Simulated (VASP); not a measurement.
SnSe2:

```xyz
3
Lattice="3.8110 0.0000 0.0000 -1.9055 3.3004 0.0000 0.0000 0.0000 6.1360" Properties=species:S:1:pos:R:3 pbc="T T T"
Sn    0.0000    0.0000    0.0000
Se    1.9055    1.1001    4.6081
Se    0.0000    2.2003    1.5279
```

| Property | Result |
| --- | --- |
| Program | VASP 6.6.1 |
| Task | relaxation of cell and atoms |
| Functional | AM05 |
| Potentials or basis | VASP PAW PBE potentials, release 64 (Sn_d, Se) |
| Cutoff | 600 eV |
| k mesh | 8 × 8 × 5 |
| Occupations | fermi-dirac, width 0.05 eV |
| Spin | no spin polarisation |

At the start: pressure 2.9 GPa; volume 25.73 Å³/atom.

Task: Where does the relaxation end?

Result: Over 24 steps the energy falls by 18.9 meV/atom and the volume is 35.30 Å³/atom (+37.2 %); space group P-3m1 (No. 164, to 0.05 Å).

The path:
```csv
step,energy change (eV),largest force (eV/Å),pressure (GPa),volume (Å³)
1,0.0000,0.5244,2.91,77.18
2,-0.0144,0.3801,-2.25,82.51
3,-0.0357,0.0082,-0.19,80.11
4,-0.0357,0.0017,-0.13,80.05
5,-0.0382,0.0352,-0.01,79.90
6,-0.0392,0.0756,0.12,79.72
7,-0.0399,0.0760,0.09,79.93
8,-0.0420,0.0774,0.02,80.55
9,-0.0452,0.0778,-0.09,81.78
10,-0.0492,0.0695,-0.17,84.24
11,-0.0531,0.0095,-0.04,89.17
12,-0.0463,0.3206,0.96,99.02
13,-0.0467,0.3149,0.94,99.16
14,-0.0478,0.2979,0.86,99.58
15,-0.0497,0.2648,0.73,100.43
16,-0.0526,0.2022,0.46,102.13
17,-0.0552,0.0913,0.03,105.54
18,-0.0552,0.0536,-0.13,106.77
19,-0.0552,0.0594,-0.10,106.59
20,-0.0555,0.0562,-0.09,106.53
21,-0.0560,0.0474,-0.04,106.34
22,-0.0566,0.0292,0.04,105.96
23,-0.0566,0.0228,0.06,105.82
24,-0.0567,0.0099,0.02,105.89
```

Final structure:
```yaml
crystal:
  lattice:
    - [3.81387, 0.00000, 0.00000]
    - [-1.90693, 3.30291, 0.00000]
    - [0.00000, 0.00000, 8.40643]
  atoms:
    - { symbol: Sn, position: [0.00000, 0.00000, 0.00000] }
    - { symbol: Se, position: [0.66667, 0.33333, 0.81192] }
    - { symbol: Se, position: [0.33333, 0.66667, 0.18808] }
```

Caveat: the volume moved by over 15 % at a fixed basis, so the end points are rough; the PAW data sets were made with another functional, which shifts forces and pressure a little; this functional lacks dispersion, which binds the layers, so the pressure and a relaxed spacing across them are unreliable, and here the layers came unbound; the volume moved by +37 % from the deposited cell, more than functionals usually miss.
